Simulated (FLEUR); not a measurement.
## Gd under changes of volume

One of the cells (34.580 Å³/atom); the others are scaled copies at fixed shape and fractional positions:

```
Gd
1.0
     0.00000    2.58582    2.58582
     2.58582    0.00000    2.58582
     2.58582    2.58582    0.00000
Gd
1
Direct
  0.00000 0.00000 0.00000
```

This isn't the form of Gd at room conditions, which is hcp.

```yaml
Program: FLEUR MaX-R8.1 (later development tree)
Functional: PBE
Potentials_or_basis: all-electron
Basis: FLAPW
Kmax: 4.1 1/bohr
k_mesh: 9 × 9 × 9
Occupations: fermi-dirac, width 0.05 eV
Spin: collinear spin, ferromagnetic start
Starting_moments: "[7.0] μB"
```

| volume (Å³/atom) | energy over the lowest point (meV/atom) | moment (μB per cell) |
| --- | --- | --- |
| 32.505 | 0.20 | 7.53 |
| 33.197 | 0.00 | 7.54 |
| 33.888 | 2.55 | 7.56 |
| 34.580 | ? | ? |
| 35.272 | 14.75 | 7.61 |
| 35.963 | 23.98 | 7.63 |
| 36.655 | 34.95 | 7.67 |

Q: What does the run at 34.580 Å³/atom give?

A: Energy over the lowest point 7.47 meV/atom; moment 7.58 μB per cell.

Worked out: A Birch-Murnaghan fit of order 3 (a polynomial in V^(-2/3)) to the other rows has its minimum at 32.89 Å³/atom with B0 = V·E''(V) = 32 GPa and B' = 4.1. It gives 7.55 meV/atom at 34.580 Å³/atom, against the run's 7.47. A parabola through the other rows of the moment, of slope 0.0336 μB per Å³/atom there, gives 7.58 μB, against the run's 7.58.

Energies are extrapolated to zero smearing.
